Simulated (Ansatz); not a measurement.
## Symmetry broken, then relaxed in V

Method: Ansatz, DFT PBE, scalar-relativistic, plane waves, PAW. Cutoff 420 eV, Γ-centred 12×12×8 k-points, Gaussian smearing of 0.15 eV. No spin polarisation. Energies are free energies at this smearing, counted from the undisturbed cell; pressure is positive in compression.

The starting cell (relaxed at this level):

```
V
1.0
     2.61045    0.00000    0.00000
    -1.30523    2.26072    0.00000
     0.00000    0.00000    4.68891
V
2
Direct
  0.66667 0.33333 0.75000
  0.33333 0.66667 0.25000
```

The atoms are displaced (Å, in the unstrained cell):

```csv
atom,ux,uy,uz
V1,0.112,0.052,0.105
V2,-0.112,-0.052,-0.105
```

The cell is strained by (-0.1305, 0.0944, -0.0754, 0.0810, -0.0053, -0.0952) (xx, yy, zz, yz, xz, xy; engineering shear). Cell and atoms are then relaxed.

Q: Does the relaxation return to the undisturbed structure?

A: No. It ends 250.3 meV/atom below it. The disturbance itself cost 286.7 meV/atom. The final space group reads Im-3m (tolerance 0.05 Å) and the volume changes by -2.73 %.

Final structure:

```
V
1.0
     2.58547    0.20586   -0.00526
    -1.05579    2.36987   -0.00679
     0.00679    0.01541    4.24229
V
2
Direct
  0.75000 0.25000 0.75000
  0.25000 0.75000 0.25000
```

The relaxation, step by step (energy from the first step; small jumps at an unchanged geometry come where the plane waves are selected anew for the new cell):

| step | ΔE (meV/atom) | largest force component (eV/Å) | pressure (GPa) |
| --- | --- | --- | --- |
| 1 | 0.0 | 2.225 | 32.54 |
| 2 | -219.7 | 1.070 | 11.59 |
| 3 | -364.1 | 0.639 | 1.58 |
| 5 | -492.4 | 0.259 | -0.28 |
| 6 | -515.9 | 0.007 | 1.69 |
| 7 | -517.2 | 0.001 | -0.01 |
| 8 | -517.2 | 0.000 | 0.09 |
| 9 | -517.2 | 0.000 | -0.01 |
| 11 | -535.1 | 0.001 | 0.49 |
| 12 | -535.6 | 0.000 | -0.05 |
| 13 | -535.7 | 0.000 | -0.09 |
| 14 | -535.7 | 0.001 | 0.53 |
| 16 | -535.8 | 0.006 | 0.02 |
| 17 | -536.0 | 0.011 | 0.08 |
| 18 | -534.9 | 0.003 | 0.07 |
| 19 | -536.3 | 0.000 | -0.07 |
| 20 | -535.8 | 0.070 | 0.20 |
| 22 | -536.9 | 0.000 | 0.04 |
| 23 | -537.0 | 0.000 | 0.00 |
| 24 | -537.0 | 0.000 | 0.00 |

Frames along the relaxation (Å, eV/Å):

```xyz
2
Lattice="2.270 -0.124 -0.007 -1.242 2.536 0.095 -0.012 0.190 4.336" Properties=species:S:1:pos:R:3:forces:R:3 pbc="T T T" step=1
V     1.184    0.961    3.377   -0.227   -0.523   -2.225
V    -0.169    1.641    1.046    0.227    0.523    2.225
2
Lattice="2.321 -0.120 -0.032 -1.263 2.608 0.071 -0.063 0.126 4.442" Properties=species:S:1:pos:R:3:forces:R:3 pbc="T T T" step=2
V     1.175    0.907    3.393   -0.305   -0.678   -1.070
V    -0.179    1.708    1.089    0.305    0.678    1.070
2
Lattice="2.363 -0.080 -0.053 -1.243 2.605 0.023 -0.106 0.019 4.497" Properties=species:S:1:pos:R:3:forces:R:3 pbc="T T T" step=3
V     1.160    0.752    3.357   -0.099   -0.639   -0.209
V    -0.146    1.792    1.110    0.099    0.639    0.209
2
Lattice="2.362 0.009 -0.068 -1.144 2.591 0.016 -0.128 -0.002 4.463" Properties=species:S:1:pos:R:3:forces:R:3 pbc="T T T" step=4
V     1.284    0.689    3.304    0.275   -0.154    0.069
V    -0.194    1.908    1.107   -0.275    0.154   -0.069
2
Lattice="2.352 0.116 -0.062 -1.021 2.540 0.020 -0.108 0.011 4.405" Properties=species:S:1:pos:R:3:forces:R:3 pbc="T T T" step=5
V     1.489    0.703    3.263   -0.259    0.165   -0.100
V    -0.266    1.965    1.100    0.259   -0.165    0.100
2
Lattice="2.400 0.142 0.019 -1.019 2.455 0.000 0.051 0.050 4.390" Properties=species:S:1:pos:R:3:forces:R:3 pbc="T T T" step=6
V     1.582    0.758    3.307    0.007    0.006   -0.002
V    -0.150    1.890    1.103   -0.007   -0.006    0.002
2
Lattice="2.420 0.137 0.004 -1.036 2.464 -0.005 0.021 0.028 4.374" Properties=species:S:1:pos:R:3:forces:R:3 pbc="T T T" step=7
V     1.572    0.740    3.283    0.001    0.001    0.000
V    -0.167    1.889    1.091   -0.001   -0.001    0.000
2
Lattice="2.420 0.133 0.007 -1.041 2.465 -0.002 0.026 0.035 4.377" Properties=species:S:1:pos:R:3:forces:R:3 pbc="T T T" step=8
V     1.574    0.742    3.287    0.000    0.000    0.000
V    -0.169    1.890    1.095    0.000    0.000    0.000
2
Lattice="2.422 0.134 0.006 -1.041 2.464 -0.002 0.025 0.034 4.375" Properties=species:S:1:pos:R:3:forces:R:3 pbc="T T T" step=9
V     1.575    0.742    3.285    0.000    0.000    0.000
V    -0.169    1.890    1.094    0.000    0.000    0.000
2
Lattice="2.422 0.134 0.006 -1.041 2.464 -0.002 0.025 0.034 4.375" Properties=species:S:1:pos:R:3:forces:R:3 pbc="T T T" step=10
V     1.575    0.742    3.285    0.000    0.000    0.000
V    -0.169    1.890    1.094    0.000    0.000    0.000
2
Lattice="2.447 0.170 -0.001 -1.016 2.449 -0.006 0.013 0.022 4.358" Properties=species:S:1:pos:R:3:forces:R:3 pbc="T T T" step=11
V     1.591    0.756    3.266    0.000    0.000    0.001
V    -0.147    1.885    1.085    0.000    0.000   -0.001
2
Lattice="2.461 0.183 -0.004 -1.009 2.446 -0.007 0.008 0.017 4.343" Properties=species:S:1:pos:R:3:forces:R:3 pbc="T T T" step=12
V     1.600    0.762    3.252    0.000    0.000    0.000
V    -0.139    1.885    1.079    0.000    0.000    0.000
2
Lattice="2.473 0.185 -0.005 -1.013 2.438 -0.007 0.007 0.016 4.336" Properties=species:S:1:pos:R:3:forces:R:3 pbc="T T T" step=13
V     1.607    0.761    3.247    0.000    0.000    0.000
V    -0.140    1.879    1.077    0.000    0.000    0.000
2
Lattice="2.484 0.190 -0.005 -1.016 2.426 -0.008 0.006 0.013 4.317" Properties=species:S:1:pos:R:3:forces:R:3 pbc="T T T" step=14
V     1.614    0.759    3.232    0.000    0.000    0.001
V    -0.139    1.870    1.072    0.000    0.000   -0.001
2
Lattice="2.479 0.186 -0.005 -1.016 2.433 -0.007 0.007 0.016 4.331" Properties=species:S:1:pos:R:3:forces:R:3 pbc="T T T" step=15
V     1.611    0.760    3.243    0.000    0.000    0.000
V    -0.140    1.875    1.076    0.000    0.000    0.000
2
Lattice="2.499 0.190 -0.005 -1.023 2.420 -0.007 0.007 0.016 4.314" Properties=species:S:1:pos:R:3:forces:R:3 pbc="T T T" step=16
V     1.624    0.760    3.230   -0.002   -0.006    0.003
V    -0.141    1.866    1.072    0.002    0.006   -0.003
2
Lattice="2.524 0.195 -0.005 -1.033 2.403 -0.007 0.007 0.015 4.293" Properties=species:S:1:pos:R:3:forces:R:3 pbc="T T T" step=17
V     1.640    0.757    3.215    0.004    0.011   -0.004
V    -0.141    1.856    1.066   -0.004   -0.011    0.004
2
Lattice="2.635 0.216 -0.006 -1.074 2.336 -0.008 0.005 0.012 4.209" Properties=species:S:1:pos:R:3:forces:R:3 pbc="T T T" step=18
V     1.712    0.755    3.150   -0.003   -0.002   -0.002
V    -0.146    1.809    1.045    0.003    0.002    0.002
2
Lattice="2.550 0.199 -0.005 -1.043 2.389 -0.007 0.008 0.016 4.273" Properties=species:S:1:pos:R:3:forces:R:3 pbc="T T T" step=19
V     1.657    0.759    3.200    0.000    0.000    0.000
V    -0.143    1.846    1.062    0.000    0.000    0.000
2
Lattice="2.605 0.207 -0.004 -1.066 2.355 -0.006 0.009 0.017 4.228" Properties=species:S:1:pos:R:3:forces:R:3 pbc="T T T" step=20
V     1.692    0.749    3.168    0.032    0.070   -0.010
V    -0.143    1.830    1.050   -0.032   -0.070    0.010
2
Lattice="2.573 0.203 -0.005 -1.052 2.375 -0.007 0.008 0.016 4.254" Properties=species:S:1:pos:R:3:forces:R:3 pbc="T T T" step=21
V     1.673    0.758    3.185    0.000    0.000    0.000
V    -0.144    1.836    1.057    0.000    0.000    0.000
2
Lattice="2.573 0.203 -0.005 -1.052 2.375 -0.007 0.008 0.016 4.254" Properties=species:S:1:pos:R:3:forces:R:3 pbc="T T T" step=22
V     1.673    0.758    3.185    0.000    0.000    0.000
V    -0.144    1.836    1.057    0.000    0.000    0.000
2
Lattice="2.585 0.206 -0.005 -1.056 2.370 -0.007 0.007 0.015 4.242" Properties=species:S:1:pos:R:3:forces:R:3 pbc="T T T" step=23
V     1.680    0.758    3.176    0.000    0.000    0.000
V    -0.144    1.833    1.054    0.000    0.000    0.000
2
Lattice="2.585 0.206 -0.005 -1.056 2.370 -0.007 0.007 0.015 4.242" Properties=species:S:1:pos:R:3:forces:R:3 pbc="T T T" step=24
V     1.680    0.758    3.176    0.000    0.000    0.000
V    -0.144    1.833    1.054    0.000    0.000    0.000
```

Cost: 3 runs of about 7.5 core-minutes in all, on Arm Neoverse V1 (shared hosts).